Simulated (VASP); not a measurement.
Here is a VASP 6.6.1 calculation.

INCAR

```
SYSTEM = NbN
ALGO = Normal ; BPARAM = 11.95
CPARAM = 0.0093 ; EDIFF = 1E-7
EDIFFG = -0.005 ; ENCUT = 600
IBRION = 2 ; ISIF = 3
ISMEAR = 0 ; IVDW_NL = 2
LASPH = .True. ; LCHARG = .False.
LMIXTAU = .True. ; LREAL = .False.
LUSE_VDW = .True. ; LWAVE = .False.
METAGGA = R2SCAN ; NELM = 60
NSW = 90 ; PREC = Accurate
SIGMA = 0.1
```

KPOINTS

```
k-points
0
Gamma
  16 16 16
  0 0 0
```

Contents of POSCAR:

```
NbN
1.0
    0.0000000000      2.2262340000      2.2262340000
    2.2262340000      0.0000000000      2.2262340000
    2.2262340000      2.2262340000      0.0000000000
Nb N
1 1
Direct
    0.5000000000      0.5000000000      0.5000000000
    0.0000000000      0.0000000000      0.0000000000
```

Potentials or basis: VASP PAW PBE potentials, release 64 (Nb_sv, N).

The run is started by

```sh
$ cat potpaw_PBE.64/Nb_sv/POTCAR potpaw_PBE.64/N/POTCAR > POTCAR
$ mpirun -np 1 vasp_std > vasp.out
```

Question: Estimate the space group after relaxing (to 0.05 Å).

Answer: Fm-3m (No. 225).

Question: Predict the relaxed cell.

Answer: a = 3.114 Å, b = 3.114 Å, c = 3.114 Å, α = 60.00°, β = 60.00°, γ = 60.00°.

Step by step:
```tsv
step	energy change (eV)	largest force (eV/Å)	pressure (GPa)	volume (Å³)
1	0.0000	0.0000	-9.99	22.07
2	0.0857	0.0000	26.13	19.94
3	-0.0228	0.0000	-0.25	21.37
4	-0.0228	0.0000	-0.02	21.36
```

Caveat: the PAW data sets were made with another functional, which shifts forces and pressure a little.
